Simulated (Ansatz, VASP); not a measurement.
ZrC: VASP beside Ansatz

The input INCAR:

```
ALGO = Fast
EDIFF = 1E-6
EDIFFG = -0.02
ENCUT = 600
GGA = PE
IBRION = 2
ISIF = 3
ISMEAR = 0
IVDW = 12
LASPH = T
LCHARG = F
LREAL = F
LWAVE = F
NELM = 100
NSW = 70
PREC = Accurate
SIGMA = 0.1
```

KPOINTS

```
k-points
0
Gamma
  20 20 20
```

File POSCAR:

```
ZrC
1.0
    0.0000000000      2.3564331500      2.3564331500
    2.3564331500      0.0000000000      2.3564331500
    2.3564331500      2.3564331500      0.0000000000
Zr C
1 1
Direct
    0.0000000000      0.0000000000      0.0000000000
    0.5000000000      0.5000000000      0.5000000000
```

Input for Ansatz:

```yaml
crystal:
  lattice:
    - [0.0, 2.356433, 2.356433]
    - [2.356433, 0.0, 2.356433]
    - [2.356433, 2.356433, 0.0]
  atoms:
    - { symbol: Zr, position: [0.0, 0.0, 0.0] }
    - { symbol: C, position: [0.5, 0.5, 0.5] }
basis:
  ecutwfc: 420
kpoints:
  mp_grid: { grid: [20, 20, 20] }
hamiltonian:
  xc: pbe
  dispersion: d3bj
scf:
  occupations: { method: gaussian, width: 0.1 }
output:
  forces: true
  stress: true
  eigenvalues: true
relax:
  adjacent_minimum: "off"
  f_tol: 0.02
  max_steps: 50
  cell: { stress_tol: 0.1 }
```

The cell is a database's computed one.

Alike in both runs: task relaxation of cell and atoms; functional PBE; dispersion D3(BJ); k mesh 20 × 20 × 20; occupations gaussian, width 0.1 eV; no spin polarisation.

|  | VASP | Ansatz |
| --- | --- | --- |
| version | VASP 6.6.1 | Ansatz 0.2.0 |
| potentials or method | VASP PAW PBE potentials, release 64 (Zr_sv, C) | scalar-relativistic, plane waves, PAW |
| plane-wave cutoff (eV) | 600 | 420 |
| valence electrons in the cell | 16 | 16 |

|  | VASP | Ansatz | Ansatz less VASP |
| --- | --- | --- | --- |
| gap on the k mesh at the Fermi level, each at its own relaxed structure (eV) | none | none | - |
| relaxed volume (Å³/atom) | 12.77 | 12.76 | -0.010 |
| relaxed cell length with the largest relative difference (Å) | 3.305 | 3.304 | -0.0009 |
| energy change over the relaxation (meV/atom) | -6 | -6 | -0.3 |

A gap of «none» marks a metal or a gap that the smearing closes.

Caveats: pairwise dispersion overbinds metals, which lowers pressure and volume.
